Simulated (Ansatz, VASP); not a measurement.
# La: VASP beside Ansatz

```
La
1.0
    -2.13089    2.13089    2.13089
     2.13089   -2.13089    2.13089
     2.13089    2.13089   -2.13089
La
1
Cartesian
  0.0000 0.0000 0.0000
```

This isn't the form of La at room conditions, which is double hcp.

Alike in both runs: task single point; functional r2SCAN; k mesh 8 × 8 × 8; no spin polarisation.

```csv
,VASP,Ansatz
version,VASP 6.6.1,Ansatz 0.2.0
potentials or method,"VASP PAW PBE potentials, release 64 (La)","plane waves, PAW"
plane-wave cutoff (eV),520,571
occupations,"fermi-dirac, width 0.1 eV",fermi-dirac
valence electrons in the cell,11,11
```

|  | VASP | Ansatz | Ansatz less VASP |
| --- | --- | --- | --- |
| pressure (GPa) | -0.3 | -0.4 | -0.04 |

Caveats: the PAW data sets were made with another functional, which shifts forces and pressure a little (VASP). Spin-orbit coupling is left out, which matters for the levels of La.
